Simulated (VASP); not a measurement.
# Bi2Te3 (Tellurobismuthite) (R-3m) in VASP: further runs

Aim: see how the results for Bi2Te3 (Tellurobismuthite) move with the level of theory and the settings. Levels: PBE, PBEsol. Tasks: relaxation of shape and atoms at fixed volume, relaxation of cell and atoms.

Program: VASP 6.6.1. These are calculated values, not measurements. Logs are shortened: lines on timing, memory, paths and dates and some standing lists are left out, and cuts for length are marked.

## 1. The crystal as given

Symmetry: R-3m, No. 166, trigonal system. The conventional cell has a = 4.386 Å, b = 4.386 Å, c = 30.497 Å, α = 90.00°, β = 90.00°, γ = 120.00°. Bi (site symmetry 3m) is surrounded by 6 Te at 3.07 to 3.25 Å. Around Te (site symmetry -3m) lie 6 Bi at 3.25 Å. Te (site symmetry 3m) is surrounded by 3 Bi at 3.07 Å.

## 2. Relaxation of shape and atoms at fixed volume, PBE (a relaxed cell with its volume scaled by 1.06)

Contents of INCAR:

```
SYSTEM = Bi2Te3
  ALGO = Normal
  EDIFF = 1E-7
  EDIFFG = -0.01
  ENCUT = 300
  GGA = PE
  IBRION = 2
  ISIF = 4
  ISMEAR = 0
  LASPH = .TRUE.
  LCHARG = .FALSE.
  LREAL = .FALSE.
  LWAVE = .FALSE.
  NELM = 80
  NSW = 40
  PREC = Accurate
  SIGMA = 0.03
```

Contents of KPOINTS:

```
k-points
0
G
  5 5 4
  0 0 0
```

Contents of POSCAR:

```
Bi2Te3                                  
1.0
    2.2649241722      1.3076545804     10.9999157272
   -2.2649241722      1.3076545804     10.9999157272
    0.0000000000     -2.6153091610     10.9999157272
  Bi              Te            
     2     3
Direct
     0.3967168243899084    0.3967168243899084    0.3967168243899084
     0.6032831756100917    0.6032831756100917    0.6032831756100988
     0.0000000000000000    0.0000000000000000    0.0000000000000000
     0.2167291935343686    0.2167291935343686    0.2167291935343686
     0.7832708064656313    0.7832708064656313    0.7832708064656313
```

Potentials or basis: VASP PAW PBE potentials, release 64 (Bi, Te).

Launch:

```sh
> cat potpaw_PBE.64/Bi/POTCAR potpaw_PBE.64/Te/POTCAR > POTCAR
> mpirun -np 1 vasp_std > vasp.out
```

OUTCAR:

```text
SYSTEM = Bi2Te3
   EDIFF = 1E-7
   EDIFFG = -0.01
   ENCUT = 300
   GGA = PE
   IBRION = 2
   ISIF = 4
   ISMEAR = 0
   LASPH = .TRUE.
   LREAL = .FALSE.
   NELM = 80
   NSW = 40
   PREC = Accurate

 ion  position               nearest neighbor table
   1  0.397  0.397  0.397-   5 3.15   5 3.15   5 3.15   3 3.35   3 3.35   3 3.35
   2  0.603  0.603  0.603-   4 3.15   4 3.15   4 3.15   3 3.35   3 3.35   3 3.35
   3  0.000  0.000  0.000-   2 3.35   1 3.35   2 3.35   2 3.35   1 3.35   1 3.35
   4  0.217  0.217  0.217-   2 3.15   2 3.15   2 3.15
   5  0.783  0.783  0.783-   1 3.15   1 3.15   1 3.15

  LATTYP: Found a trigonal (rhomboedric) cell.
 ALAT       =    11.3065462460
 COS(alpha) =     0.9197440200

  Lattice vectors:

 A1 = (   2.2649241722,   1.3076545804,  10.9999157272)
 A2 = (  -2.2649241722,   1.3076545804,  10.9999157272)
 A3 = (   0.0000000000,  -2.6153091610,  10.9999157272)

Analysis of symmetry for initial positions (statically):
=====================================================================
 Subroutine PRICEL returns:
 Original cell was already a primitive cell.

 Routine SETGRP: Setting up the symmetry group for a
 trigonal (rhombohedral) supercell.

 Subroutine GETGRP returns: Found 12 space group operations
 (whereof 12 operations were pure point group operations)
 out of a pool of 12 trial point group operations.

The static configuration has the point symmetry D_3d.

Analysis of symmetry for dynamics (positions and initial velocities):
=====================================================================
 Subroutine PRICEL returns:
 Original cell was already a primitive cell.

 Routine SETGRP: Setting up the symmetry group for a
 trigonal (rhombohedral) supercell.

 Subroutine GETGRP returns: Found 12 space group operations
 (whereof 12 operations were pure point group operations)
 out of a pool of 12 trial point group operations.

The dynamic configuration has the point symmetry D_3d.

 Subroutine INISYM returns: Found 12 space group operations
 (whereof 12 operations are pure point group operations),
 and found     1 'primitive' translations

----------------------------------------------------------------------------------------

                                     Primitive cell

  volume of cell :     195.4732
[... 139 lines left out ...]
  Fermi-wavevector in a.u.,A,eV,Ry     =   0.856574  1.618691  9.982862  0.733720
  Thomas-Fermi vector in A             =   1.973497
   LORBIT       =      0    0 simple, 1 ext, 2 COOP (PROOUT), +10 PAW based schemes
   GGA     = PE    functional components
   LHFCALC =     F    Hartree Fock is set to
   AEXX    =    0.0000 exact exchange contribution
   IVDW    =     0    specifies the selected vdW correction
   LEPSILON=     F    determine dielectric tensor
   LRPA    =     F    only Hartree local field effects (RPA)
 conjugate gradient relaxation of ions
 non-spin polarized calculation
 Gauss-broadening in eV      SIGMA  =   0.03
  energy-cutoff  :      300.00
  volume of cell :      195.47
 maximum number of plane-waves:      2328
   NGX = 31   NGY = 31   NGZ = 31

--------------------------------------- Ionic step        1  -------------------------------------------

 number of electron      28.0000003 magnetization

 Free energy of the ion-electron system (eV)
  ---------------------------------------------------
  ext. energy  EPLUGINS =         0.00000000
  ---------------------------------------------------
  free energy    TOTEN  =       -18.29923551 eV

  energy without entropy =      -18.29923551  energy(sigma->0) =      -18.29923551

------------------------ aborting loop because EDIFF is reached ----------------------------------------

  FORCE on cell =-STRESS in cart. coord.  units (eV):
  Direction    XX          YY          ZZ          XY          YZ          ZX
  --------------------------------------------------------------------------------------
  -------------------------------------------------------------------------------------
  Total       -2.7439702     -2.7439702     -2.7554560     -0.0000000      0.0000000      0.0000000
  in kB      -22.4906840    -22.4906840    -22.5848260     -0.0000000      0.0000000      0.0000000
  external PRESSURE =     -22.5220646 kB  Pullay stress =       0.0000000 kB
[... 98 lines left out ...]
  FREE ENERGIE OF THE ION-ELECTRON SYSTEM (eV)
  ---------------------------------------------------
  free  energy   TOTEN  =       -18.3211414817 eV

  energy  without entropy=      -18.3211414817  energy(sigma->0) =      -18.32114148

[... ionic steps 4 to 7 ...]

--------------------------------------- Ionic step        8  -------------------------------------------

 number of electron      28.0000001 magnetization

------------------------ aborting loop because EDIFF is reached ----------------------------------------
[... 73 lines left out ...]
--------------------------------------- Ionic step       10  -------------------------------------------

 number of electron      28.0000000 magnetization

 Free energy of the ion-electron system (eV)
  ---------------------------------------------------
  ext. energy  EPLUGINS =         0.00000000
  ---------------------------------------------------
  free energy    TOTEN  =       -18.37263279 eV

  energy without entropy =      -18.37263279  energy(sigma->0) =      -18.37263279

 E-fermi :   3.9290     XC(G=0):  -8.4909

 val. band max:        3.7668736001   @ k =   0.4000   0.4000   0.2500
 cond. band min:       4.5535030346   @ k =   0.0000   0.0000   0.0000
 fundamental gap:      0.7866294346
 Fermi energy:         3.9290215803

 k-point     1 :       0.0000    0.0000    0.0000
  band No.  band energies     occupation
      1      -8.7618      2.00000
      2      -8.2798      2.00000
      3      -6.6575      2.00000
      4      -4.8336      2.00000
      5      -3.9101      2.00000
      6       2.2028      2.00000
[... 481 lines left out ...]
      5      -5.4097      2.00000
      6      -0.4864      2.00000
[... 10 lines left out ...]
     17       6.2279      0.00000
     18       6.9253      0.00000

 [... further k-points ...]

------------------------ aborting loop because EDIFF is reached ----------------------------------------

  FORCE on cell =-STRESS in cart. coord.  units (eV):
  Direction    XX          YY          ZZ          XY          YZ          ZX
  --------------------------------------------------------------------------------------
  -------------------------------------------------------------------------------------
  Total       -0.1960803     -0.1960803     -0.1960393      0.0000000      0.0000000      0.0000000
  in kB       -1.6071531     -1.6071531     -1.6068170      0.0000000      0.0000000      0.0000000
  external PRESSURE =      -1.6070411 kB  Pullay stress =       0.0000000 kB
[... 20 lines left out ...]
  FREE ENERGIE OF THE ION-ELECTRON SYSTEM (eV)
  ---------------------------------------------------
  free  energy   TOTEN  =       -18.3726327853 eV

  energy  without entropy=      -18.3726327853  energy(sigma->0) =      -18.37263279

 reached required accuracy - stopping structural energy minimisation
```

CONTCAR:

```text
Bi2Te3
   1.00000000000000
     2.2200094318570596    1.2817230430525406   11.4495139954121914
    -2.2200094318570596    1.2817230430525406   11.4495139954121914
     0.0000000000000000   -2.5634460862112562   11.4495139954014995
  Bi              Te
     2     3
Direct
     0.3932741899041907    0.3932741899041907    0.3932741899042266
     0.6067258100958094    0.6067258100958094    0.6067258100957809
     0.0000000000000000    0.0000000000000000    0.0000000000000000
     0.2233258972811363    0.2233258972811363    0.2233258972811113
     0.7766741027188638    0.7766741027188638    0.7766741027188888

  0.00000000E+00  0.00000000E+00  0.00000000E+00
  0.00000000E+00  0.00000000E+00  0.00000000E+00
  0.00000000E+00  0.00000000E+00  0.00000000E+00
  0.00000000E+00  0.00000000E+00  0.00000000E+00
  0.00000000E+00  0.00000000E+00  0.00000000E+00
```

Wall time 28 min (1 thread of Intel Xeon Platinum 8259CL at 2.50GHz (Skylake/Cascade Lake), shared host); peak memory 0.63 GiB.

Results:

```
Free energy                  : -18.3726 eV
Energy gained by relaxing    : 14.7 meV/atom
Ionic steps                  : 10
Pressure after relaxing      : -0.2 GPa
Largest force after relaxing : 0.009 eV/Å
Band gap on the k mesh       : 0.79 eV, indirect (least direct gap 0.93 eV)
```

Forces on the atoms (eV/Å):
```
Bi   0.000  0.000 -0.009
Bi   0.000  0.000  0.009
Te   0.000  0.000  0.000
Te   0.000  0.000 -0.007
Te   0.000  0.000  0.007
```

Step by step:
```csv
step,energy change (eV),largest force (eV/Å),pressure (GPa)
1,0.0000,0.3884,-2.25
2,-0.0134,0.2719,-2.03
3,-0.0219,0.1872,-1.68
4,-0.0290,0.1768,-1.58
5,-0.0471,0.1441,-1.28
6,-0.0687,0.0695,-0.62
7,-0.0471,0.1216,0.84
8,-0.0722,0.0286,-0.25
9,-0.0731,0.0246,-0.12
10,-0.0734,0.0094,-0.16
```

Final structure:
```
CELL_PARAMETERS angstrom
2.22001 1.28172 11.44951
-2.22001 1.28172 11.44951
0.00000 -2.56345 11.44951
ATOMIC_POSITIONS crystal
Bi 0.39327 0.39327 0.39327
Bi 0.60673 0.60673 0.60673
Te 0.00000 0.00000 0.00000
Te 0.22333 0.22333 0.22333
Te 0.77667 0.77667 0.77667
```

Caveat: spin-orbit coupling is left out, which as a rule narrows the gap of such compounds by several tenths of an eV; an odd mesh through Γ misses points on the zone boundary, where band edges often lie.

## 3. Relaxation of cell and atoms, PBEsol

Contents of INCAR:

```
SYSTEM = Bi2Te3
ALGO = Normal
EDIFF = 1E-6
EDIFFG = -0.01
ENCUT = 600
GGA = PS
IBRION = 2
ISIF = 3
ISMEAR = 0
KPAR = 4
LASPH = .TRUE.
LCHARG = .FALSE.
LREAL = .FALSE.
LWAVE = .FALSE.
NELM = 80
NSW = 90
PREC = Accurate
SIGMA = 0.03
```

Contents of KPOINTS:

```
k-points
0
G
  9 9 7
  0 0 0
```

Contents of POSCAR:

```
Bi2Te3
1.0
    2.1930000000      1.2661291403     10.1656666667
   -2.1930000000      1.2661291403     10.1656666667
    0.0000000000     -2.5322582807     10.1656666667
Bi Te
2 3
Direct
    0.4000000000      0.4000000000      0.4000000000
    0.6000000000      0.6000000000      0.6000000000
    0.0000000000      0.0000000000      0.0000000000
    0.2095000000      0.2095000000      0.2095000000
    0.7905000000      0.7905000000      0.7905000000
```

Potentials or basis: VASP PAW PBE potentials, release 64 (Bi_d, Te).

Launch:

```sh
> cat potpaw_PBE.64/Bi_d/POTCAR potpaw_PBE.64/Te/POTCAR > POTCAR
> mpirun -np 4 vasp_std > vasp.out
```

OUTCAR:

```text
SYSTEM = Bi2Te3
   EDIFF = 1E-6
   EDIFFG = -0.01
   ENCUT = 600
   GGA = PS
   IBRION = 2
   ISIF = 3
   ISMEAR = 0
   LASPH = .TRUE.
   LREAL = .FALSE.
   NELM = 80
   NSW = 90
   PREC = Accurate

 ion  position               nearest neighbor table
   1  0.400  0.400  0.400-   5 3.07   5 3.07   5 3.07   3 3.25   3 3.25   3 3.25
   2  0.600  0.600  0.600-   4 3.07   4 3.07   4 3.07   3 3.25   3 3.25   3 3.25
   3  0.000  0.000  0.000-   2 3.25   1 3.25   2 3.25   2 3.25   1 3.25   1 3.25
   4  0.209  0.209  0.209-   2 3.07   2 3.07   2 3.07   5 3.64   5 3.64   5 3.64
   5  0.791  0.791  0.791-   1 3.07   1 3.07   1 3.07   4 3.64   4 3.64   4 3.64

  LATTYP: Found a trigonal (rhomboedric) cell.
 ALAT       =    10.4763118882
 COS(alpha) =     0.9123624111

  Lattice vectors:

 A1 = (   2.1930000000,   1.2661291403,  10.1656666667)
 A2 = (  -2.1930000000,   1.2661291403,  10.1656666667)
 A3 = (   0.0000000000,  -2.5322582807,  10.1656666667)

Analysis of symmetry for initial positions (statically):
=====================================================================
 Subroutine PRICEL returns:
 Original cell was already a primitive cell.

 Routine SETGRP: Setting up the symmetry group for a
 trigonal (rhombohedral) supercell.

 Subroutine GETGRP returns: Found 12 space group operations
[... 202 lines left out ...]
  -------------------------------------------------------------------------------------
  Total       -0.4947896     -0.4947896     -0.7833939      0.0000000      0.0000000      0.0000000
  in kB       -4.6808785     -4.6808785     -7.4111743      0.0000000      0.0000000      0.0000000
  external PRESSURE =      -5.5909771 kB  Pullay stress =       0.0000000 kB
[... 143 lines left out ...]
--------------------------------------- Ionic step        5  -------------------------------------------

 number of electron      47.9999998 magnetization

 Free energy of the ion-electron system (eV)
  ---------------------------------------------------
  ext. energy  EPLUGINS =         0.00000000
  ---------------------------------------------------
  free energy    TOTEN  =       -20.29629489 eV

  energy without entropy =      -20.29629489  energy(sigma->0) =      -20.29629489

 E-fermi :   6.2722     XC(G=0):  -9.5301

 val. band max:        6.1743670380   @ k =   0.0000   0.0000   0.0000
 cond. band min:       6.3701384900   @ k =   0.0000   0.0000   0.0000
 fundamental gap:      0.1957714520
 Fermi energy:         6.2722399943

 k-point     1 :       0.0000    0.0000    0.0000
  band No.  band energies     occupation
      1     -16.9426      2.00000
      2     -16.9426      2.00000
      3     -16.9409      2.00000
      4     -16.9409      2.00000
      5     -16.9339      2.00000
      6     -16.9325      2.00000
[... 733 lines left out ...]
     27       8.2453      0.00000
     28       8.8225      0.00000

 [... further k-points ...]

------------------------ aborting loop because EDIFF is reached ----------------------------------------

  FORCE on cell =-STRESS in cart. coord.  units (eV):
  Direction    XX          YY          ZZ          XY          YZ          ZX
  --------------------------------------------------------------------------------------
  -------------------------------------------------------------------------------------
  Total       -0.0100486     -0.0100486      0.0178059     -0.0000000     -0.0000000      0.0000000
  in kB       -0.0959296     -0.0959296      0.1699854     -0.0000000     -0.0000000      0.0000000
  external PRESSURE =      -0.0072912 kB  Pullay stress =       0.0000000 kB
[... 20 lines left out ...]
  FREE ENERGIE OF THE ION-ELECTRON SYSTEM (eV)
  ---------------------------------------------------
  free  energy   TOTEN  =       -20.2962948940 eV

  energy  without entropy=      -20.2962948925  energy(sigma->0) =      -20.29629489

 reached required accuracy - stopping structural energy minimisation
```

CONTCAR:

```text
Bi2Te3
   1.00000000000000
     2.1915186954975385    1.2652739087470302   10.0874761752373594
    -2.1915186954975385    1.2652739087470302   10.0874761752373594
     0.0000000000000000   -2.5305478175932228   10.0874761752372635
  Bi              Te
     2     3
Direct
     0.3999761847132475    0.3999761847132475    0.3999761847132475
     0.6000238152867524    0.6000238152867524    0.6000238152867524
     0.0000000000000000    0.0000000000000000    0.0000000000000000
     0.2096934895567268    0.2096934895567268    0.2096934895567268
     0.7903065104432732    0.7903065104432732    0.7903065104432732

  0.00000000E+00  0.00000000E+00  0.00000000E+00
  0.00000000E+00  0.00000000E+00  0.00000000E+00
  0.00000000E+00  0.00000000E+00  0.00000000E+00
  0.00000000E+00  0.00000000E+00  0.00000000E+00
  0.00000000E+00  0.00000000E+00  0.00000000E+00
```

Run time: 79 min. Hardware: 4 MPI ranks of Intel Xeon Platinum 8488C (Sapphire Rapids), shared host; peak memory 1.8 GiB.

What came out:

```yaml
Free_energy: -20.2963 eV
Relaxed_volume: 33.57 Å³/atom
Relaxed_cell: a = 10.400 Å, b = 10.400 Å, c = 10.400 Å, α = 24.33°, β = 24.33°, γ = 24.33°
Space_group_after_relaxing_to_0.05_Å: R-3m (No. 166)
Energy_gained_by_relaxing: 0.8 meV/atom
Ionic_steps: 5
Pressure_after_relaxing: 0.0 GPa
Largest_force_after_relaxing: 0.008 eV/Å
Band_gap_on_the_k_mesh: 0.20 eV, direct
```

Forces on the atoms (eV/Å):
```
Bi   0.000  0.000 -0.008
Bi   0.000  0.000  0.008
Te   0.000  0.000  0.000
Te   0.000  0.000  0.004
Te   0.000  0.000 -0.004
```

The path:
```
step  energy change (eV)  largest force (eV/Å)  pressure (GPa)  volume (Å³)
   1              0.0000                0.1059           -0.56       169.36
   2             -0.0020                0.0469            0.44       166.48
   3             -0.0036                0.0167            0.02       167.62
   4             -0.0038                0.0129            0.02       167.68
   5             -0.0039                0.0077            0.00       167.83
```

Final structure:
```
Bi Te
1.0
     2.19152    1.26527   10.08748
    -2.19152    1.26527   10.08748
     0.00000   -2.53055   10.08748
Bi Te
2 3
Direct
  0.39998 0.39998 0.39998
  0.60002 0.60002 0.60002
  0.00000 0.00000 0.00000
  0.20969 0.20969 0.20969
  0.79031 0.79031 0.79031
```

Caveat: the PAW data sets were made with another functional, which shifts forces and pressure a little; spin-orbit coupling is left out, which as a rule narrows the gap of such compounds by several tenths of an eV; an odd mesh through Γ misses points on the zone boundary, where band edges often lie. A hybrid or GW would open this gap; PBEsol tends to underestimate it.

## 4. Relaxation of cell and atoms, PBEsol

This run uses another cell than the first one, of 33.57 Å³/atom, 0.991 times its volume.

INCAR: that of step 3 with these lines changed.

```diff
@@ -2,4 +2,4 @@
 ALGO = Normal
-EDIFF = 1E-6
-EDIFFG = -0.01
+EDIFF = 1E-7
+EDIFFG = -0.005
 ENCUT = 600
```

KPOINTS is that of step 3.

Contents of POSCAR:

```
Bi2Te3                                  
1.0
    2.1915186955      1.2652739087     10.0874761752
   -2.1915186955      1.2652739087     10.0874761752
    0.0000000000     -2.5305478176     10.0874761752
  Bi              Te            
     2     3
Direct
     0.3999761847132475    0.3999761847132475    0.3999761847132475
     0.6000238152867524    0.6000238152867524    0.6000238152867524
     0.0000000000000000    0.0000000000000000    0.0000000000000000
     0.2096934895567268    0.2096934895567268    0.2096934895567268
     0.7903065104432732    0.7903065104432732    0.7903065104432732
```

Launch:

```sh
> cat potpaw_PBE.64/Bi_d/POTCAR potpaw_PBE.64/Te/POTCAR > POTCAR
> mpirun -np 4 vasp_std > vasp.out
```

Run time: 1.6 h. Hardware: 4 MPI ranks of Intel Xeon Platinum 8488C (Sapphire Rapids), shared host; peak memory 1.8 GiB.

It converged, with:

| Property | Result |
| --- | --- |
| Free energy | -20.2962 eV |
| Relaxed volume | 33.58 Å³/atom |
| Relaxed cell | a = 10.414 Å, b = 10.414 Å, c = 10.414 Å, α = 24.29°, β = 24.29°, γ = 24.29° |
| Space group after relaxing (to 0.05 Å) | R-3m (No. 166) |
| Energy gained by relaxing | 0.0 meV/atom |
| Ionic steps | 7 |
| Pressure after relaxing | 0.0 GPa |
| Largest force after relaxing | 0.004 eV/Å |
| Band gap on the k mesh | 0.20 eV, direct |

Forces in eV/Å, atoms in the order of the input:
```
Bi   0.000  0.000  0.000
Bi   0.000  0.000  0.000
Te   0.000  0.000  0.000
Te   0.000  0.000  0.004
Te   0.000  0.000 -0.004
```

Final structure:
```
Bi Te
1.0
     2.19054    1.26471   10.10188
    -2.19054    1.26471   10.10188
     0.00000   -2.52941   10.10188
Bi Te
2 3
Direct
  0.39989 0.39989 0.39989
  0.60011 0.60011 0.60011
  0.00000 0.00000 0.00000
  0.20981 0.20981 0.20981
  0.79019 0.79019 0.79019
```

Levels at points of the mesh, in eV from the valence-band top:
```
           k point  band 22  band 23  band 24  band 25  band 26  band 27
(0.00, 0.00, 0.00)    -0.89    -0.89     0.00     0.20     0.62     0.62
```

Caveat: the PAW data sets were made with another functional, which shifts forces and pressure a little; spin-orbit coupling is left out, which as a rule narrows the gap of such compounds by several tenths of an eV; an odd mesh through Γ misses points on the zone boundary, where band edges often lie.

(Continued in part 2 of 2.)
